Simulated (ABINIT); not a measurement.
# NaCl (Fm-3m): G0W0 in ABINIT against the bands in the screening, part 2 of 2

Aim: move the bands in the screening of a G0W0 run on NaCl (Fm-3m) over a wide range.

ABINIT 10.8.3; PBE and many-body steps on it, plane waves. Known limits of the many-body steps: not at the basis limit; coarse k mesh.

So far. Step 2 (Screening, 4×4×4 mesh, 16 bands, screening to 163.3 eV): Local fields lower ε∞ by 15 %. On a Γ-centred mesh this coarse the value itself is usually too large, while a short band sum pulls it down. Step 5 (24 bands): The gap on the mesh goes from 5.15 eV to 8.02 eV, a correction of +2.87 eV.

The database entry behind the starting cell differs from later determinations by our own check (an axis about 0.4 % short against later determinations), so it need not match the best structure at ambient conditions.

## (7) 80 bands

This step: G0W0 on PBE, plane waves, norm-conserving pseudopotentials.

run.abi

```
acell 3*1.0 Angstrom
rprim 
  0.000000000000 2.810000000000 2.810000000000
  2.810000000000 0.000000000000 2.810000000000
  2.810000000000 2.810000000000 0.000000000000
ntypat 2
znucl 11 17
natom 2
typat 1 2
xred 
  0.000000000000 0.000000000000 0.000000000000
  0.500000000000 0.500000000000 0.500000000000
pp_dirpath "pseudos"
pseudos "Na.upf, Cl.upf"
ecut 38
ngkpt 4 4 4
nshiftk 1
shiftk 0 0 0
kptopt 1
chksymbreak 0
istwfk *1
occopt 1
irdwfk 1
optdriver 4
nband 80
gwcalctyp 0
ecutsigx 38
symsigma 1
nkptgw 1
kptgw 
  0.0000000000 0.0000000000 0.0000000000
bdgw 
  6 12
ecuteps 6
irdscr 1
ppmodel 1
indata_prefix "in"
outdata_prefix "out"
tmpdata_prefix "tmp"
```

Run with:

```sh
$ OMP_NUM_THREADS=1 mpirun -n 4 abinit run.abi > log
```

Output:

```text
.Version 10.8.3 of ABINIT. v10.8.2 released Aug 2026.

 Symmetries : space group Fm -3 m (#225); Bravais cF (face-center cubic)
[... echo of the input left out ...]
== DATASET  1 ==================================================================
-   mpi_nproc: 4, omp_nthreads: 1 (-1 if OMP is not activated)

--- !DatasetInfo
iteration_state: {dtset: 1, }
dimensions: {natom: 2, nkpt: 8, mband: 80, nsppol: 1, nspinor: 1, nspden: 1, mpw: 3383, }
cutoff_energies: {ecut:  38.0, pawecutdg:  -1.0, }
[...]
10  10.523  -8.376  -3.599  -3.176   0.861  -0.162  -6.999   1.378  11.901
       11  10.523  -8.376  -3.599  -3.176   0.861  -0.162  -6.999   1.378  11.901
       12  10.523  -8.376  -3.599  -3.176   0.861  -0.162  -6.999   1.378  11.901

== END DATASET(S) ==============================================================
================================================================================

 -outvars: echo values of variables after computation  --------
           etotal      0.0000000000E+00
            nband          80
             nkpt           8
          spgroup         225
 [... the other variables as echoed above ...]

 Calculation completed.
```

The job ended after 4.6 s (4 MPI ranks of Arm Neoverse V1, shared host; peak memory 0.58 GiB).

Numbers from this step:

- G0W0 gap on the points computed: 7.989 eV
- starting gap on the mesh: 5.150 eV
- k of the valence top: 0, 0, 0
- k of the conduction bottom: 0, 0, 0
- least direct G0W0 gap on the computed points: 7.989 eV

Against the run before, the gap moves by −0.031 eV.

## (8) Screening, 4×4×4 mesh, 174 bands, screening to 163.3 eV

This step: RPA screening on PBE, plane waves, norm-conserving pseudopotentials.

Edit run.abi of step 7 so:

```diff
@@ -23,15 +23,8 @@
 irdwfk 1
-optdriver 4
-nband 80
-gwcalctyp 0
-ecutsigx 38
-symsigma 1
-nkptgw 1
-kptgw 
-  0.0000000000 0.0000000000 0.0000000000
-bdgw 
-  6 12
+optdriver 3
+nband 174
 ecuteps 6
-irdscr 1
-ppmodel 1
+inclvkb 2
+awtr 1
+symchi 1
 indata_prefix "in"
```

Output:

```text
.Version 10.8.3 of ABINIT. v10.8.2 released Aug 2026.

 Symmetries : space group Fm -3 m (#225); Bravais cF (face-center cubic)
[... echo of the input left out ...]
== DATASET  1 ==================================================================
-   mpi_nproc: 4, omp_nthreads: 1 (-1 if OMP is not activated)

--- !DatasetInfo
iteration_state: {dtset: 1, }
dimensions: {natom: 2, nkpt: 8, mband: 174, nsppol: 1, nspinor: 1, nspden: 1, mpw: 3383, }
cutoff_energies: {ecut:  38.0, pawecutdg:  -1.0, }
[...]
--------------------------------------------------------------------------------
[... chi0 elements left out ...]
 For q-point:  0.000010 0.000020 0.000030
  dielectric constant =   2.3845
  dielectric constant without local fields =   2.8001

  Average fulfillment of the sum rule on Im[epsilon] for q-point    1 :     75.91  [%]
[... wings left out ...]
  q-point number  2        q = ( 0.250000, 0.000000, 0.000000) [r.l.u.]
--------------------------------------------------------------------------------
[... chi0 elements left out ...]
  Average fulfillment of the sum rule on Im[epsilon] for q-point    2 :     81.67  [%]

 [... 6 further q-points ...]
```

Elapsed: 33 s, on 4 MPI ranks; peak memory 1.1 GiB; 2.2 min of CPU time.

This step gave:

```
ε∞ with local fields, on this mesh, along the program's q direction : 2.385
the same without local fields                                       : 2.800
plasma frequency                                                    : 22.30 eV
plane waves in the screening matrix                                 : 181
```

## (9) 174 bands

This step: G0W0 on PBE, plane waves, norm-conserving pseudopotentials.

Edit run.abi of step 8 so:

```diff
@@ -23,8 +23,15 @@
 irdwfk 1
-optdriver 3
-nband 174
+optdriver 4
+nband 80
+gwcalctyp 0
+ecutsigx 38
+symsigma 1
+nkptgw 1
+kptgw 
+  0.0000000000 0.0000000000 0.0000000000
+bdgw 
+  6 12
 ecuteps 6
-inclvkb 2
-awtr 1
-symchi 1
+irdscr 1
+ppmodel 1
 indata_prefix "in"
```

Output:

```text
.Version 10.8.3 of ABINIT. v10.8.2 released Aug 2026.

 Symmetries : space group Fm -3 m (#225); Bravais cF (face-center cubic)
[... echo of the input left out ...]
== DATASET  1 ==================================================================
-   mpi_nproc: 4, omp_nthreads: 1 (-1 if OMP is not activated)

--- !DatasetInfo
iteration_state: {dtset: 1, }
dimensions: {natom: 2, nkpt: 8, mband: 80, nsppol: 1, nspinor: 1, nspden: 1, mpw: 3383, }
cutoff_energies: {ecut:  38.0, pawecutdg:  -1.0, }
[...]
10  10.523  -8.376  -3.599  -3.212   0.862  -0.161  -7.028   1.348  11.872
       11  10.523  -8.376  -3.599  -3.212   0.862  -0.161  -7.028   1.348  11.872
       12  10.523  -8.376  -3.599  -3.212   0.862  -0.161  -7.028   1.348  11.872

== END DATASET(S) ==============================================================
================================================================================

 -outvars: echo values of variables after computation  --------
           etotal      0.0000000000E+00
            nband          80
             nkpt           8
          spgroup         225
 [... the other variables as echoed above ...]

 Calculation completed.
```

Wall time 4.7 s (4 MPI ranks); peak memory 0.58 GiB; 18 s of CPU time.

Numbers from this step:

```yaml
g0w0_gap_on_the_points_computed: 7.99 eV
starting_gap_on_the_mesh: 5.150 eV
k_of_the_valence_top: 0, 0, 0
k_of_the_conduction_bottom: 0, 0, 0
least_direct_g0w0_gap_on_the_computed_points: 7.99 eV
```

Against the run before, the gap moves by +0.001 eV.

## (10) Side by side

Times are wall times on 4 MPI ranks of Arm Neoverse V1, shared host, good to a factor of about two. A run's time includes the screening step that it read.

| run | mesh | bands | screening cutoff (eV) | DFT gap (eV) | gap on the mesh (eV) | direct (eV) | ε∞ used | time |
| --- | --- | --- | --- | --- | --- | --- | --- | --- |
| 16 bands | 4×4×4 | 80 | 163.3 | 5.150 | 8.114 | 8.114 | 2.32 | 8.5 s |
| 24 bands | 4×4×4 | 80 | 163.3 | 5.150 | 8.020 | 8.020 | 2.35 | 9.9 s |
| 80 bands | 4×4×4 | 80 | 163.3 | 5.150 | 7.989 | 7.989 | 2.38 | 21 s |
| 174 bands | 4×4×4 | 80 | 163.3 | 5.150 | 7.990 | 7.990 | 2.38 | 38 s |

## (11) Outcome

```
16 bands     : 8.114 eV
24 bands     : 8.020 eV
80 bands     : 7.989 eV
174 bands    : 7.990 eV
known limits : not at the basis limit; coarse k mesh
```

The setting moved: bands in the screening. From 16 bands to 174 bands the gap moves by −0.12 eV, for 4.5 times the time. It holds to 0.03 eV from 24 bands on. Bands and screening cutoff are coupled, so a series along one setting does not show full convergence. Bands and cutoff are finite, so the gap is not at the basis limit. The miss can reach some tenths of an eV and take either sign; the mesh is an error of its own. In the G0W0 runs levels were corrected at 1 k point alone, so a gap called «on the mesh» is the least over those, and an edge elsewhere would be missed. The 4×4×4 mesh is coarse for this cell, which bears on the long-range parts of exchange and screening.

[Paths, hosts, dates, memory and timing lines, banners, echoed tables and standing remarks are left out of the program output.]

[Logs are printed without paths, hosts, clocks, repeated set-up lines and the standing remarks that a program may print on its own settings, such as how far it seeks lower states.]

[Runs of the session that timed out or met a known fault of the program may be left out.]

[Hosts, paths, dates, database ids (printed as entryN), source tags and the programs' standing remarks are cut or masked in the printed files.]

[G0W0 gaps are taken among the corrected bands and points alone; a level outside them can change the order at an edge.]

[Where Ansatz stands beside ABINIT at settings called matched, ABINIT's density can come from a denser mesh and the files from another edition; pairs whose starting gaps differed by over 0.03 eV were left out, so agreement reads better than it is.]
